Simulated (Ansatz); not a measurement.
Sb (P6_3/mmc), two-dimensional strain map

Computed with DFT PBE+D3(BJ), scalar-relativistic, plane waves, PAW (Ansatz). Cutoff 420 eV, Γ-centred 18×18×10 k-points, Gaussian smearing of 0.15 eV. No spin polarisation. Energies are free energies at this smearing, counted from the undisturbed cell; pressure is positive in compression.

The starting cell (as given, not relaxed at this level; it stands at -0.2 GPa; this form isn't the usual structure):

```
Sb
1.0
     3.36900    0.00000    0.00000
    -1.68450    2.91764    0.00000
     0.00000    0.00000    5.33000
Sb
2
Direct
  0.33333 0.66667 0.25000
  0.66667 0.33333 0.75000
```

The cell is strained by p along both x and y and by q along z, fractional coordinates fixed. Points are written (p, q).

p was sampled at -0.030, -0.015, 0.000, 0.015, 0.030 and q at -0.030, -0.015, 0.000, 0.015, 0.030.

Where on the computed points is the energy highest, and how high?

At (-0.030, -0.030): 45.9 meV/atom.

Away from (0, 0), which computed point is lowest?

(-0.015, 0.030): -5.6 meV/atom.

The map, in meV/atom:

```
 p \ q  -0.030  -0.015  0.000  0.015  0.030
-0.030    45.9    27.6   13.8    4.7    0.2
-0.015    22.1    10.2    1.1   -4.2   -5.6
 0.000     8.1     3.5    0.0   -1.0    1.1
 0.015     3.5     5.3    7.9   11.8   17.9
 0.030     8.4    15.1   23.1   32.1   42.5
```